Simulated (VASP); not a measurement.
Here is a VASP 6.6.1 calculation.

The input INCAR:

```
SYSTEM = Te
  AGGAC = 0.0
  ALGO = Normal
  EDIFF = 1E-7
  EDIFFG = -0.01
  ENCUT = 600
  GGA = BO
  IBRION = 2
  ISIF = 3
  ISMEAR = -1
  LASPH = .TRUE.
  LCHARG = .FALSE.
  LREAL = .FALSE.
  LUSE_VDW = .TRUE.
  LWAVE = .FALSE.
  NELM = 80
  NSW = 40
  PARAM1 = 0.1833333333
  PARAM2 = 0.22
  PREC = Accurate
  SIGMA = 0.05
```

The input KPOINTS:

```
k-points
0
G
  9 9 9
  0 0 0
```

File POSCAR:

```
Te
1.0
    2.3059043427      1.3313144930      1.6909537039
   -2.3059043427      1.3313144930      1.6909537039
    0.0000000000     -2.6626289860      1.6909537039
Te
1
Direct
    0.5000000000      0.5000000000      0.5000000000
```

Potentials or basis: VASP PAW PBE potentials, release 64 (Te).

Command:

```sh
$ cat potpaw_PBE.64/Te/POTCAR > POTCAR
$ mpirun -np 1 vasp_std > vasp.out
```

Task: What does it give for the relaxed cell?

Result: a = 3.215 Å, b = 3.215 Å, c = 3.215 Å, α = 91.67°, β = 91.67°, γ = 91.67°.

Task: What does it give for the relaxed volume?

Result: 33.18 Å³/atom.

Step by step:
| step | energy change (eV) | largest force (eV/Å) | pressure (GPa) | volume (Å³) |
| --- | --- | --- | --- | --- |
| 1 | 0.0000 | 0.0000 | 3.28 | 31.15 |
| 2 | -0.0119 | 0.0000 | -1.57 | 34.11 |
| 3 | -0.0177 | 0.0000 | 0.01 | 32.97 |
| 4 | -0.0180 | 0.0000 | 0.00 | 32.99 |
| 5 | -0.0191 | 0.0000 | -0.02 | 33.07 |
| 6 | -0.0203 | 0.0000 | -0.08 | 33.20 |
| 7 | -0.0204 | 0.0000 | -0.10 | 33.25 |
| 8 | -0.0202 | 0.0000 | 0.37 | 32.94 |
| 9 | -0.0205 | 0.0000 | 0.00 | 33.18 |

Caveat: the PAW data sets were made with another functional, which shifts forces and pressure a little. Spin-orbit coupling is left out, which matters for the levels of Te.
